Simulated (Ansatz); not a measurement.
**Slab of fcc Na (210), 6 layers**

The slab is cut from the fcc crystal, which needn't be the stable phase, as relaxed on PAW files (36.97 Å³/atom), with 20 Å of vacuum and a dipole correction:

```yaml
crystal:
  lattice:
    - [6.47651, 0.00000, 0.00000]
    - [2.15884, 4.82730, 0.00000]
    - [0.00000, 0.00000, 25.91220]
  atoms:
    - { symbol: Na, position: [0.00000, 0.75000, 0.38592] }
    - { symbol: Na, position: [0.40000, 0.05000, 0.43155] }
    - { symbol: Na, position: [0.80000, 0.35000, 0.47718] }
    - { symbol: Na, position: [0.20000, 0.65000, 0.52282] }
    - { symbol: Na, position: [0.60000, 0.95000, 0.56845] }
    - { symbol: Na, position: [0.00000, 0.25000, 0.61408] }
```

All numbers are PBE results (scalar-relativistic) from Ansatz 0.2.0, with a Γ-centred 9×9×1 k mesh, Fermi–Dirac smearing of 0.1 eV, no spin polarisation. Methods: LAPW: all electrons, basis error target 1 meV/atom; PAW: frozen-core files, cutoff 420 eV.

The bulk energy comes from a cell in the slab's orientation on a 9×9×4 mesh. The surface energy is (E(slab) − N·E(bulk))/2A at zero smearing, the mean of both faces; thin slabs carry quantum-size effects.

The cell is 1×1, so reconstructions are forbidden.

Question: As cut, the LAPW slab lies 0.982 eV above 6 atoms of bulk. What surface energy is that?

Answer: Over two faces of 31.26 Å² it is 15.7 meV/Å², and times 16.02 J/m² per eV/Å² that gives γ = 0.252 J/m².

Question: What do relaxation and the other method give, and what work function comes out?

Answer: 

```
method  γ as cut (J/m²)  γ relaxed (J/m²)  Φ as cut (eV)  Φ relaxed (eV)
  LAPW            0.252             0.247           2.56            2.56
   PAW            0.252             0.247           2.56            2.57
```

Question: How do the spacings between the planes relax?

Answer: From the bottom face up: d12 -11.5 % of 1.182 Å, d23 -11.0 % of 1.182 Å, d34 +13.9 % of 1.182 Å, d45 -11.0 % of 1.182 Å, d56 -11.5 % of 1.182 Å.
